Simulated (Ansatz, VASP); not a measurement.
**Two plane-wave programs on Ag**

```
CELL_PARAMETERS angstrom
2.72119 0.00000 0.00000
0.00000 2.72119 0.00000
0.00000 0.00000 2.72119
ATOMIC_POSITIONS crystal
Ag 0.00000 0.00000 0.00000
```

Alike in both runs: functional r2SCAN; k mesh 6 × 6 × 6; occupations gaussian, width 0.1 eV; no spin polarisation.

Ansatz relaxed the structure, and its values are those at the end. VASP's run is a single point on that final structure, the one shown.

```csv
,VASP,Ansatz
version,VASP 6.6.1,Ansatz 0.2.0
potentials or method,"VASP PAW PBE potentials, release 64 (Ag)","scalar-relativistic, plane waves, PAW"
plane-wave cutoff (eV),520,500
valence electrons in the cell,11,19
```

|  | VASP | Ansatz | Ansatz less VASP |
| --- | --- | --- | --- |
| gap on the k mesh at the Fermi level (eV) | none | none | - |
| pressure (GPa) | -0.2 | -0.3 | -0.17 |

A gap of «none» marks a metal or a gap that the smearing closes. The functional is the same, so the differences come from potentials, cutoffs and numerics. The two sets of potentials don't hold the same shells in valence.

Caveats: the k mesh is coarse (spacing up to 0.38 Å⁻¹), so the values aren't converged; the PAW data sets were made with another functional, which shifts forces and pressure a little (VASP).
